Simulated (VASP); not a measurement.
## GaSb: band structure with B3LYP

GaSb:

```
CELL_PARAMETERS angstrom
0.00000 3.05900 3.05900
3.05900 0.00000 3.05900
3.05900 3.05900 0.00000
ATOMIC_POSITIONS crystal
Sb 0.75000 0.75000 0.75000
Ga 0.00000 0.00000 0.00000
```

```yaml
Program: VASP 6.6.1
Task: band structure
Functional: B3LYP
Potentials_or_basis: VASP PAW PBE potentials, release 64 (Sb, Ga_d)
Cutoff: 520 eV
k_mesh: 4 × 4 × 4
Occupations: fermi-dirac, width 0.05 eV
Spin: no spin polarisation
Grid_for_exact_exchange_PRECFOCK: Fast
Exchange_at_q_=_0: default
Further_INCAR_settings: ALGO = Normal; EDIFF = 1e-06; NBANDS = 16
```

```json
{
  "Pressure": "3.1 GPa",
  "Band gap on the k mesh": "1.09 eV, direct"
}
```

Levels at the corners of the path, in eV from the valence-band top:
```csv
point,band 7,band 8,band 9,band 10,band 11,band 12
Γ,-0.14,-0.14,-0.14,0.95,3.80,3.80
X,-7.51,-2.88,-2.88,1.88,2.27,10.06
X,-7.51,-2.88,-2.88,1.88,2.27,10.06
W,-7.36,-3.66,-3.42,4.78,5.44,5.59
W,-7.36,-3.66,-3.42,4.78,5.44,5.59
K,-7.04,-3.67,-2.20,2.41,5.00,7.89
K,-7.04,-3.67,-2.20,2.41,5.00,7.89
Γ,-0.14,-0.14,-0.14,0.95,3.80,3.80
Γ,-0.14,-0.14,-0.14,0.95,3.80,3.80
L,-6.99,-1.37,-1.37,1.34,4.85,4.85
L,-6.99,-1.37,-1.37,1.34,4.85,4.85
U,-7.04,-3.67,-2.20,2.41,5.00,7.89
U,-7.04,-3.67,-2.20,2.41,5.00,7.89
W,-7.36,-3.66,-3.42,4.78,5.44,5.59
W,-7.36,-3.66,-3.42,4.78,5.44,5.59
L,-6.99,-1.37,-1.37,1.34,4.85,4.85
L,-6.99,-1.37,-1.37,1.34,4.85,4.85
K,-7.04,-3.67,-2.20,2.41,5.00,7.89
U,-7.04,-3.67,-2.20,2.41,5.00,7.89
X,-7.51,-2.88,-2.88,1.88,2.27,10.06
```

It took 54 min on 1 thread of Intel(R) Xeon(R) Platinum 8488C (Sapphire Rapids), on a shared host, peak memory 0.23 GiB.

Caveat: the k mesh is coarse (spacing up to 0.44 Å⁻¹), so the values aren't converged, least of all with exact exchange; an unscreened hybrid on a path of extra k points without a Coulomb cutoff has errors near the mesh points, so the bands along the path aren't reliable; the PAW data sets were made with another functional, which shifts forces and pressure a little; spin-orbit coupling is left out, which moves the levels of the heavy elements. A k mesh can miss the band edges.
